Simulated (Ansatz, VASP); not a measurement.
**One calculation of Cd, two programs**

```
CELL_PARAMETERS angstrom
3.03729 0.00000 0.00000
-1.51865 2.63037 0.00000
0.00000 0.00000 5.72783
ATOMIC_POSITIONS crystal
Cd 0.66667 0.33333 0.75000
Cd 0.33333 0.66667 0.25000
```

Change from the starting cell: volume scaled by 1.06.

Alike in both runs: task single point; functional LDA; k mesh 10 × 10 × 5; occupations fermi-dirac, width 0.05 eV; no spin polarisation.

|  | VASP | Ansatz |
| --- | --- | --- |
| version | VASP 6.6.1 | Ansatz 0.2.0 |
| potentials or method | VASP PAW LDA potentials, release 64 (Cd), cutoff 520 eV | all-electron LAPW, scalar-relativistic |

VASP gave:

- gap on the k mesh at the Fermi level (eV): none
- pressure (GPa): -6.3
- largest component of the traceless stress (GPa): 0.96

Which values does Ansatz return?

gap on the k mesh at the Fermi level (eV): none; pressure (GPa): -6.7; largest component of the traceless stress (GPa): 1.12.

A gap of «none» marks a metal or a gap that the smearing closes. Ansatz ran all-electron here, so the differences hold the error of VASP's frozen core and of both bases.
